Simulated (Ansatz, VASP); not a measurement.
# Two plane-wave programs on MgI

```
Mg I
1.0
     0.00000    3.63273    3.63273
     3.63273    0.00000    3.63273
     3.63273    3.63273    0.00000
Mg I
1 1
Cartesian
  0.0000 0.0000 0.0000
  5.4491 5.4491 5.4491
```

Change from the starting cell: species swapped into the GaSb type (F-43m, No. 216).

Alike in both runs: functional PBE; k mesh 14 × 14 × 14; occupations gaussian, width 0.1 eV; no spin polarisation.

Ansatz relaxed the structure, and its values are those at the end. VASP's run is a single point on that final structure, the one shown.

```csv
,VASP,Ansatz
version,VASP 6.6.1,Ansatz 0.2.0
potentials or method,"VASP PAW PBE potentials, release 64 (Mg, I)","scalar-relativistic, plane waves, PAW"
plane-wave cutoff (eV),520,420
valence electrons in the cell,9,27
```

```csv
,VASP,Ansatz,Ansatz less VASP
gap on the k mesh at the Fermi level (eV),none,none,-
pressure (GPa),0.0,0.0,+0.02
```

A gap of «none» marks a metal or a gap that the smearing closes. The two sets of potentials don't hold the same shells in valence.

Caveats: an odd number of electrons without spin polarisation forces a metal; a magnetic or distorted state may lie lower. The runs have no spin-orbit coupling, so splittings on I are missing.
